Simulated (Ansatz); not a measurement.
Run this with the Ansatz DFT code, driven from Python and show what comes out.

The script, `fatbands_pbse.py`:
```python
"""Orbital character of the bands of PbSe."""

from pathlib import Path
import sys

import ansatz
import pandas as pd

system = (
    ansatz.Lattice.of((3.784322, 0.0, 0.0), (0.0, 3.784322, 0.0), (0.0, 0.0, 3.784322))
    .atom("Pb", (0.0, 0.0, 0.0))
    .atom("Se", (0.5, 0.5, 0.5))
)

points = {"G": (0.0, 0.0, 0.0), "X": (0.0, 0.5, 0.0), "M": (0.5, 0.5, 0.0), "R": (0.5, 0.5, 0.5)}
base = system.calculation()
base = base.functional("r2SCAN")
base = base.basis(550).kpoints(5, center="gamma")
base = base.occupations(ansatz.OccupationsMethod.FIXED)
base = base.band_structure(list(points.values()), intervals=1)
base = base.fat_bands()
try:
    res = base.run(threads=1)
except ansatz.NonConvergedError as error:
    sys.exit(f"no convergence: {error}")
except ansatz.RefusalError as error:
    sys.exit(f"input refused: {error}")
report = res.report
file = Path(res.write_results("results")) / "fatbands.tsv"
names = file.read_text().splitlines()[0].lstrip("# ").split("\t")
table = pd.read_csv(file, sep="\t", comment="#", names=names)
near = table[table.e_minus_ef.abs() < 4]
for ik, label in enumerate(points):
    print(label)
    for _, row in near[near.ik == ik].iterrows():
        main = row[names[4:]].astype(float).nlargest(2)
        print(f"   band {int(row.band):3d} {row.e_minus_ef:7.3f} eV  " + ", ".join(f"{k} {v:.2f}" for k, v in main.items()))
```

```console
$ python fatbands_pbse.py
G
   band  12  -1.452 eV  se1_l1_4P 0.78, pb0_l1_6P 0.22
   band  13  -1.452 eV  se1_l1_4P 0.78, pb0_l1_6P 0.22
   band  14  -1.452 eV  se1_l1_4P 0.78, pb0_l1_6P 0.22
X
   band  12  -0.195 eV  se1_l1_4P 0.99, pb0_l2_5D 0.00
   band  13  -0.195 eV  se1_l1_4P 0.99, pb0_l2_5D 0.00
   band  14  -0.165 eV  se1_l1_4P 0.75, pb0_l0_6S 0.25
   band  15   0.537 eV  pb0_l1_6P 0.75, se1_l0_4S 0.22
   band  16   3.718 eV  pb0_l1_6P 0.95, se1_l2_3D 0.00
   band  17   3.718 eV  pb0_l1_6P 0.95, se1_l2_3D 0.00
M
   band  14   0.069 eV  se1_l1_4P 0.99, pb0_l0_6S 0.00
R
   band  12  -2.296 eV  se1_l1_4P 0.98, pb0_l2_5D 0.01
   band  13  -2.296 eV  se1_l1_4P 0.98, pb0_l2_5D 0.01
   band  14  -2.296 eV  se1_l1_4P 0.98, pb0_l2_5D 0.01
   band  15  -0.314 eV  pb0_l1_6P 0.99, se1_l2_3D 0.00
   band  16  -0.314 eV  pb0_l1_6P 0.99, se1_l2_3D 0.00
   band  17  -0.314 eV  pb0_l1_6P 0.99, se1_l2_3D 0.00
```

The Fermi level of a run with fixed occupations marks the highest occupied state on its mesh, not mid-gap. This cell is a computed structure, which may not be the phase found in nature. Gaps and levels are Kohn-Sham values on a finite set of k-points, without spin-orbit coupling. Energies are less the Fermi level and bands count from 0. Only the largest channels are printed, equivalent atoms hold more, and in degenerate sets the split between sites is arbitrary; shells that the potentials lack have no channel. Run time: 4.2 s on 1 thread of Arm Neoverse V1 (shared host), peak memory 0.48 GiB.

(Lines on the test bed's own set-up are left out of the output.)
